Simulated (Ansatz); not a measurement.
**Al₃Cu₂: strain energy, fitted**

Al₃Cu₂, P-3m1, a = 4.099 Å, c = 4.982 Å. The structure is a Materials Project entry; whether it is the stable form wasn't checked. Ansatz: PBEsol, PAW, 420 eV, Γ-centred 12×12×8 mesh on 5 atoms, Gaussian smearing 0.10 eV; no spin polarisation. Series: equal strain along all axes, cell held, atoms relaxed; x is the strain in per cent. y is the free energy over the unstrained cell, V0 = 14.496 Å³/atom.

```tsv
x (%)	y (meV/atom)
-3.0	?
-2.0	19.74
-1.0	4.72
0.0	0.00
1.0	4.50
2.0	17.15
3.0	37.01
```

Problem. Fit y = c2 x² + c3 x³ to the other rows, turn c2 into a modulus, and predict the missing energy.

Solution. Least squares on the rows shown. y = 4.6070 x² − 0.16435 x³. In eV per unit strain² c2 is 46.07; the stiffness is B for this strain (E = 9/2 B V0 ε², shape held): 2 × 46.07 × 160.2 / (9 × 14.496) = 113 GPa. At x = -3.0 the fit asked for gives 45.90 meV/atom. The run gave 46.24 meV/atom, so the fit is 0.34 meV/atom too low, 0.74 % of the span of the series, against an rms of 0.04 meV/atom on the fitted rows. The row lies outside the fitted range. With a term in x⁴ added, a fit to the same known rows predicts 45.72 meV/atom, further off still.